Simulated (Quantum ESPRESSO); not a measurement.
# PbSe (Clausthalite) (Fm-3m) in Quantum ESPRESSO: equation of state, part 2 of 2

Quantum ESPRESSO 7.5. The steps go on from the part before.

**5. Single point, PBE, 28.67 Å³/atom**

File pw.in:

```
&CONTROL
  calculation = 'scf'
  prefix = 'pwscf'
  outdir = './tmp'
  pseudo_dir = './pseudo'
  tprnfor = .true.
  tstress = .true.
  disk_io = 'nowf'
/
&SYSTEM
  ibrav = 0
  nat = 2
  ntyp = 2
  ecutwfc = 55
  ecutrho = 440
  nbnd = 16
  occupations = 'smearing'
  smearing = 'fd'
  degauss = 0.00367493
/
&ELECTRONS
  conv_thr = 4d-10
  electron_maxstep = 120
  mixing_beta = 0.5
/
ATOMIC_SPECIES
Pb   207.2000 Pb.pbe-dn-kjpaw_psl.0.2.2.UPF
Se    78.9710 Se_pbe_v1.uspp.F.UPF
CELL_PARAMETERS angstrom
   0.0000000000    3.0606500000    3.0606500000
   3.0606500000    0.0000000000    3.0606500000
   3.0606500000    3.0606500000    0.0000000000
ATOMIC_POSITIONS crystal
Pb     0.0000000000    0.0000000000    0.0000000000
Se     0.5000000000    0.5000000000    0.5000000000
K_POINTS automatic
8 8 8 0 0 0
```

Potentials or basis: SSSP 1.3 efficiency PBE.

On the command line:

```bash
> OMP_NUM_THREADS=1 pw.x -in pw.in > pw.out
```

pw.out:

```text
This program is part of the open-source Quantum ESPRESSO suite
     for quantum simulation of materials; please cite
         "P. Giannozzi et al., J. Phys.:Condens. Matter 21 395502 (2009);
         "P. Giannozzi et al., J. Phys.:Condens. Matter 29 465901 (2017);
         "P. Giannozzi et al., J. Chem. Phys. 152 154105 (2020);
     in publications or presentations arising from this work. More details at

     file Pb.pbe-dn-kjpaw_psl.0.2.2.UPF: wavefunction(s)  6S renormalized
     Message from routine setup:
     using ibrav=0 with symmetry is DISCOURAGED, use correct ibrav instead

     G-vector sticks info
     --------------------
     sticks:   dense  smooth     PW     G-vecs:    dense   smooth      PW
     Sum        2053    1027    301                60375    21331    3479

     Using Slab Decomposition

     bravais-lattice index     =            0
     lattice parameter (alat)  =       8.1795  a.u.
     unit-cell volume          =     386.9614 (a.u.)^3
     number of atoms/cell      =            2
     number of atomic types    =            2
     number of electrons       =        20.00
     number of Kohn-Sham states=           16
     kinetic-energy cutoff     =      55.0000  Ry
     charge density cutoff     =     440.0000  Ry
     scf convergence threshold =      4.0E-10
     mixing beta               =       0.5000
     number of iterations used =            8  plain     mixing
     Exchange-correlation= SLA  PW   PBE  PBE
                           (   1   4   3   4   0   0   0)

     celldm(1)=   8.179515  celldm(2)=   0.000000  celldm(3)=   0.000000
     celldm(4)=   0.000000  celldm(5)=   0.000000  celldm(6)=   0.000000

     crystal axes: (cart. coord. in units of alat)
               a(1) = (   0.000000   0.707107   0.707107 )
               a(2) = (   0.707107   0.000000   0.707107 )
               a(3) = (   0.707107   0.707107   0.000000 )

     reciprocal axes: (cart. coord. in units 2 pi/alat)
               b(1) = ( -0.707107  0.707107  0.707107 )
               b(2) = (  0.707107 -0.707107  0.707107 )
               b(3) = (  0.707107  0.707107 -0.707107 )

     PseudoPot. # 1 for Pb read from file:
     Pb.pbe-dn-kjpaw_psl.0.2.2.UPF
     Pseudo is Projector augmented-wave + core cor, Zval = 14.0
     Generated using "atomic" code by A. Dal Corso  v.5.0.99 svn rev. 10869
     Shape of augmentation charge: PSQ
     Using radial grid of 1281 points,  6 beta functions with:
                l(1) =   0
                l(2) =   0
                l(3) =   1
                l(4) =   1
                l(5) =   2
                l(6) =   2
     Q(r) pseudized with 0 coefficients

     PseudoPot. # 2 for Se read from file:
     Se_pbe_v1.uspp.F.UPF
[... 31 lines left out ...]
        k(    6) = (   0.1767767   0.0000000   0.0000000), wk =   0.0234375
[... 21 lines left out ...]
        k(   28) = (  -0.7071068   0.1767767  -0.0000000), wk =   0.0468750
        k(   29) = (  -0.7071068   0.3535534   0.0000000), wk =   0.0234375

     Dense  grid:    60375 G-vectors     FFT dimensions: (  60,  60,  60)

     Smooth grid:    21331 G-vectors     FFT dimensions: (  40,  40,  40)

     Initial potential from superposition of free atoms

     starting charge      19.9976, renormalised to      20.0000
     Starting wfcs are   13 randomized atomic wfcs +    3 random wfcs

     Self-consistent Calculation

     iteration #  1     ecut=    55.00 Ry     beta= 0.50
     Davidson diagonalization with overlap
     ethr =  1.00E-02,  avg # of iterations =  5.5

     Threshold (ethr) on eigenvalues was too large:
     Diagonalizing with lowered threshold

     Davidson diagonalization with overlap
     ethr =  4.11E-04,  avg # of iterations =  3.9

     total energy              =    -914.21288177 Ry
     estimated scf accuracy    <       0.08020159 Ry
[... 57 lines left out ...]
     iteration # 10     ecut=    55.00 Ry     beta= 0.50
     Davidson diagonalization with overlap
     ethr =  2.45E-12,  avg # of iterations =  3.1

     End of self-consistent calculation

          k = 0.0000 0.0000 0.0000 (  2685 PWs)   bands (ev):

    -8.6626  -8.6626  -8.6626  -8.6579  -8.6579  -5.4148   1.8695   6.3127
     6.3127   6.3127  12.8912  12.8912  12.8912  14.7066  14.7066  14.7066
[... 93 lines left out ...]
    -8.7521  -8.6646  -8.6536  -8.6303  -8.6239  -3.9891   0.1336   3.6031
     5.4565   5.7844  11.5814  12.1912  13.6357  14.0138  18.3813  18.4984

          k =-0.7071 0.0000 0.0000 (  2698 PWs)   bands (ev):

    -8.7851  -8.6807  -8.6389  -8.6180  -8.6180  -3.9789   0.7890   3.1960
     4.9502   4.9502  11.8794  13.7934  13.7934  14.2379  19.5180  19.8306

          k = 0.3536 0.1768 0.0000 (  2673 PWs)   bands (ev):
[... 26 lines left out ...]
    -8.7300  -8.6643  -8.6497  -8.6460  -8.6253  -4.0779  -0.0617   4.1464
     4.9513   7.3328   9.8542  12.2060  13.0064  15.9267  16.0092  18.8798

          k =-0.7071 0.1768-0.0000 (  2658 PWs)   bands (ev):

    -8.7686  -8.6719  -8.6470  -8.6276  -8.6179  -3.9644   0.4398   3.4006
     4.6185   5.9451  12.0063  12.3088  13.9116  14.3157  18.3390  19.7956

          k =-0.7071 0.3536 0.0000 (  2656 PWs)   bands (ev):

    -8.7491  -8.6581  -8.6502  -8.6502  -8.6179  -3.9491   0.1561   3.9508
     3.9508   7.3895  10.0670  13.1498  13.1498  15.9176  15.9176  20.0405

     the Fermi energy is     8.3276 ev

!    total energy              =    -914.23967210 Ry
     estimated scf accuracy    <          5.9E-12 Ry
     smearing contrib. (-TS)   =      -0.00002247 Ry
     internal energy E=F+TS    =    -914.23964963 Ry

     The total energy is F=E-TS. E is the sum of the following terms:
     one-electron contribution =     -36.83441710 Ry
     hartree contribution      =      32.88097591 Ry
     xc contribution           =     -74.06470108 Ry
     ewald contribution        =    -107.78080368 Ry
     one-center paw contrib.   =    -728.44070367 Ry

     convergence has been achieved in  10 iterations

     Forces acting on atoms (cartesian axes, Ry/au):

     atom    1 type  1   force =     0.00000000   -0.00000000   -0.00000000
     atom    2 type  2   force =    -0.00000000    0.00000000    0.00000000

     Total force =     0.000000     Total SCF correction =     0.000000

     Computing stress (Cartesian axis) and pressure

          total   stress  (Ry/bohr**3)                   (kbar)     P=       23.51
   0.00015981  -0.00000000   0.00000000           23.51       -0.00        0.00
  -0.00000000   0.00015981   0.00000000           -0.00       23.51        0.00
   0.00000000   0.00000000   0.00015981            0.00        0.00       23.51

=------------------------------------------------------------------------------=
   JOB DONE.
=------------------------------------------------------------------------------=
```

It took 35 s on 1 thread of Arm Neoverse V2, shared host; peak memory 0.26 GiB.

What came out:

```
Free energy            : -12438.8644 eV
Pressure               : 2.4 GPa
Band gap on the k mesh : 0.30 eV, direct
```

Caveat: spin-orbit coupling is left out, which as a rule narrows the gap of such compounds by several tenths of an eV.

**6. Single point, PBE, 29.24 Å³/atom**

pw.in, as its differences from that of step 5:

```diff
@@ -29,5 +29,5 @@
 CELL_PARAMETERS angstrom
-   0.0000000000    3.0606500000    3.0606500000
-   3.0606500000    0.0000000000    3.0606500000
-   3.0606500000    3.0606500000    0.0000000000
+   0.0000000000    3.0809197960    3.0809197960
+   3.0809197960    0.0000000000    3.0809197960
+   3.0809197960    3.0809197960    0.0000000000
 ATOMIC_POSITIONS crystal
```

Potentials or basis: SSSP 1.3 efficiency PBE.

On the command line:

```bash
> OMP_NUM_THREADS=1 pw.x -in pw.in > pw.out
```

Run time: 33 s. Hardware: 1 thread of Arm Neoverse V2, shared host; peak memory 0.27 GiB.

Results (log left out):

```
Free energy            : -12438.8780 eV
Pressure               : 1.3 GPa
Band gap on the k mesh : 0.36 eV, direct
```

Caveat: spin-orbit coupling is left out, which as a rule narrows the gap of such compounds by several tenths of an eV.

**7. Single point, PBE, 29.82 Å³/atom**

pw.in, as its differences from that of step 6:

```diff
@@ -29,5 +29,5 @@
 CELL_PARAMETERS angstrom
-   0.0000000000    3.0809197960    3.0809197960
-   3.0809197960    0.0000000000    3.0809197960
-   3.0809197960    3.0809197960    0.0000000000
+   0.0000000000    3.1009263293    3.1009263293
+   3.1009263293    0.0000000000    3.1009263293
+   3.1009263293    3.1009263293    0.0000000000
 ATOMIC_POSITIONS crystal
```

On the command line:

```bash
> OMP_NUM_THREADS=1 pw.x -in pw.in > pw.out
```

Wall time 34 s (1 thread of Arm Neoverse V2, shared host); peak memory 0.27 GiB.

Results (log left out):

* Free energy: -12438.8841 eV
* Pressure: 0.3 GPa
* Band gap on the k mesh: 0.42 eV, direct

Caveat: spin-orbit coupling is left out, which as a rule narrows the gap of such compounds by several tenths of an eV.

**8. Single point, PBE, 30.39 Å³/atom**

pw.in, as its differences from that of step 7:

```diff
@@ -29,5 +29,5 @@
 CELL_PARAMETERS angstrom
-   0.0000000000    3.1009263293    3.1009263293
-   3.1009263293    0.0000000000    3.1009263293
-   3.1009263293    3.1009263293    0.0000000000
+   0.0000000000    3.1206779849    3.1206779849
+   3.1206779849    0.0000000000    3.1206779849
+   3.1206779849    3.1206779849    0.0000000000
 ATOMIC_POSITIONS crystal
```

On the command line:

```bash
> OMP_NUM_THREADS=1 pw.x -in pw.in > pw.out
```

It took 36 s on 1 thread of Arm Neoverse V2, shared host; peak memory 0.28 GiB.

The run converged. Its results:

```
Free energy            : -12438.8836 eV
Pressure               : -0.6 GPa
Band gap on the k mesh : 0.47 eV, direct
```

Caveat: spin-orbit coupling is left out, which as a rule narrows the gap of such compounds by several tenths of an eV.

**9. Equation of state, PBE**

Potentials or basis: SSSP 1.3 efficiency PBE.

No new run: the results of the series are fitted here.

Results:

```
Equilibrium volume                      : 30.05 Å³/atom
Bulk modulus                            : 47 GPa
Pressure derivative of the bulk modulus : 4.2
```

Energy against volume, from the lowest point:
| volume (Å³/atom) | energy (meV/atom) |
| --- | --- |
| 26.951 | 56.46 |
| 27.524 | 36.08 |
| 28.097 | 20.68 |
| 28.671 | 9.83 |
| 29.244 | 3.06 |
| 29.818 | 0.00 |
| 30.391 | 0.26 |

Spin-orbit coupling is left out, which matters for the levels of Pb.

**10. Comparison with measurements**

Step 9. The cell as given is a measured one (28.67 Å³/atom); PBE puts the equilibrium volume +4.8 % from it, thermal expansion not counted.
